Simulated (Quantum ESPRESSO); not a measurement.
AlN: equation of state with LDA

The system is AlN.

```
CELL_PARAMETERS angstrom
0.00000 2.18399 2.18399
2.18399 0.00000 2.18399
2.18399 2.18399 0.00000
ATOMIC_POSITIONS crystal
Al 0.00000 0.00000 0.00000
N 0.25000 0.25000 0.25000
```

Measurements of this composition are mostly on another form, of space group No. 186.

```
Program                     : Quantum ESPRESSO 7.5
Task                        : equation of state
Functional                  : LDA
Potentials or basis         : PseudoDojo 0.4.1 SR LDA standard
Cutoff                      : 1143 eV
Density cutoff              : 4572 eV
k mesh                      : 10 × 10 × 10
Occupations                 : fermi-dirac, width 0.05 eV
Spin                        : no spin polarisation
Form of the LDA correlation : PW92
Mixing beta                 : 0.5
Most SCF iterations         : 120
SCF threshold               : 4e-10 Ry
```

```json
{
  "Equilibrium volume": "10.17 Å³/atom",
  "Bulk modulus": "210 GPa",
  "Pressure derivative of the bulk modulus": "3.9"
}
```

Energy against volume, from the lowest point:
| volume (Å³/atom) | energy (meV/atom) |
| --- | --- |
| 9.792 | 9.71 |
| 10.001 | 1.82 |
| 10.209 | 0.00 |
| 10.417 | 3.68 |
| 10.626 | 12.34 |
| 10.834 | 25.50 |
| 11.042 | 42.74 |

All runs of the series together: 77 s on 1 thread of Arm Neoverse V2, on a shared host.
